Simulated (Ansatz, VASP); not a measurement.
## C in VASP and in Ansatz

INCAR

```
PREC = Accurate ; ENCUT = 520
EDIFF = 1E-6 ; ISMEAR = 0
SIGMA = 0.01 ; LREAL = F
LASPH = T ; NELM = 80
ALGO = Normal ; ISIF = 2
LWAVE = F ; LCHARG = F
GGA = PS ; NBANDS = 16
```

KPOINTS

```
regular mesh
0
Gamma
  9 9 6
```

Contents of POSCAR:

```
C
1.0
    2.4991218368      0.0000000000      0.0000000000
   -1.2495609184      2.1643029978      0.0000000000
    0.0000000000      0.0000000000      4.1189829197
C
4
Direct
    0.3333333333      0.6666666667     -0.0002610710
    0.6666666667      0.3333333333      0.4997389290
    0.3333333333      0.6666666667      0.3742610710
    0.6666666667      0.3333333333      0.8742610710
```

Input for Ansatz:

```yaml
crystal:
  lattice:
    - [2.4991218366, 0.0, 0.0]
    - [-1.2495609183, 2.1643029977, 0.0]
    - [0.0, 0.0, 4.1189829196]
  atoms:
    - { symbol: C, position: [0.3333333333, 0.6666666667, -0.0002610708] }
    - { symbol: C, position: [0.6666666667, 0.3333333333, 0.4997389292] }
    - { symbol: C, position: [0.3333333333, 0.6666666667, 0.3742610708] }
    - { symbol: C, position: [0.6666666667, 0.3333333333, 0.8742610708] }
basis:
  ecutwfc: 600.0
kpoints:
  mp_grid: { grid: [9, 9, 6] }
  band_path:
    path:
      - [0.0, 0.0, 0.0]
      - [0.0, 0.0, 0.0]
      - [0.5, 0.0, 0.0]
      - [0.5, 0.0, 0.0]
      - [0.3333333333, 0.3333333333, 0.0]
      - [0.0, 0.0, 0.5]
      - [0.0047729711, -0.0023864856, 0.0]
      - [-0.0047729711, 0.0023864856, 0.0]
      - [0.0, 0.0, 0.0078666779]
      - [0.0, 0.0, -0.0078666779]
      - [0.0047729711, -0.0023864856, 0.0]
      - [-0.0047729711, 0.0023864856, 0.0]
      - [0.0, 0.0, 0.0078666779]
      - [0.0, 0.0, -0.0078666779]
    npoints: 1
hamiltonian:
  xc: pbesol
  pseudopotentials: { kind: paw, azcp: { folder: soft_1 } }
scf:
  occupations: { method: fixed }
  n_extra_bands: 6
output:
  forces: true
  stress: true
  eigenvalues: true
```

Alike in both runs: task single point; functional PBEsol; k mesh 9 × 9 × 6; no spin polarisation.

|  | VASP | Ansatz |
| --- | --- | --- |
| version | VASP 6.6.1 | Ansatz 0.2.0 |
| potentials or method | VASP PAW PBE potentials, release 64 (C) | scalar-relativistic, plane waves, PAW |
| plane-wave cutoff (eV) | 520 | 600 |
| occupations | gaussian, width 0.01 eV | fixed |
| valence electrons in the cell | 16 | 16 |

|  | VASP | Ansatz | Ansatz less VASP |
| --- | --- | --- | --- |
| gap on the k mesh at the Fermi level (eV) | 3.03 | 3.05 | +0.021 |
| least direct gap on the mesh (eV) | 4.81 | 4.82 | +0.009 |
| pressure (GPa) | 5.8 | 4.6 | -1.19 |
| largest component of the traceless stress (GPa) | 9.23 | 9.22 | -0.009 |

Ansatz warned: «pseudo_functional_mismatch».

Caveats: the PAW data sets were made with another functional, which shifts forces and pressure a little (VASP); an odd mesh through Γ misses points on the zone boundary, where band edges often lie.
